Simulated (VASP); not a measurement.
## InP: single point with PBE-based global hybrid

InP:

```
In P
1.0
     0.00000    2.93050    2.93050
     2.93050    0.00000    2.93050
     2.93050    2.93050    0.00000
In P
1 1
Direct
  0.00000 0.00000 0.00000
  0.25000 0.25000 0.25000
```

| Quantity | Value |
| --- | --- |
| Program | VASP 6.6.1 |
| Task | single point |
| Functional | PBE-based global hybrid |
| Potentials or basis | VASP PAW PBE potentials, release 64 (In_d, P) |
| Cutoff | 520 eV |
| k mesh | 4 × 4 × 4 |
| Occupations | gaussian, width 0.01 eV |
| Spin | no spin polarisation |
| Dipole correction | no |
| Exchange at q = 0 | truncated |
| Grid for exact exchange (PRECFOCK) | Normal |
| Share of exact exchange | 0.25 |
| Further INCAR settings | ALGO = Normal; EDIFF = 1e-07; NBANDS = 16 |

```yaml
Pressure: 1.3 GPa
Band_gap_on_the_k_mesh: 2.22 eV, direct
```

Levels at points of the mesh, in eV from the valence-band top:
| k point | band 7 | band 8 | band 9 | band 10 | band 11 | band 12 |
| --- | --- | --- | --- | --- | --- | --- |
| (0.00, 0.00, 0.00) | 0.00 | 0.00 | 0.00 | 2.22 | 5.63 | 5.63 |
| (0.50, 0.00, 0.00) | -6.33 | -1.08 | -1.08 | 2.97 | 6.37 | 6.37 |
| (0.50, 0.50, 0.00) | -6.32 | -2.58 | -2.58 | 3.05 | 3.70 | 11.18 |

It took 3.8 min on 1 thread of Intel(R) Xeon(R) Platinum 8375C CPU @ 2.90GHz (Ice Lake), with other jobs on the host, peak memory 0.18 GiB.

Caveat: the k mesh is coarse (spacing up to 0.46 Å⁻¹), so the values aren't converged; the PAW data sets were made with another functional, which shifts forces and pressure a little; spin-orbit coupling is left out, which moves the levels of the heavy elements.
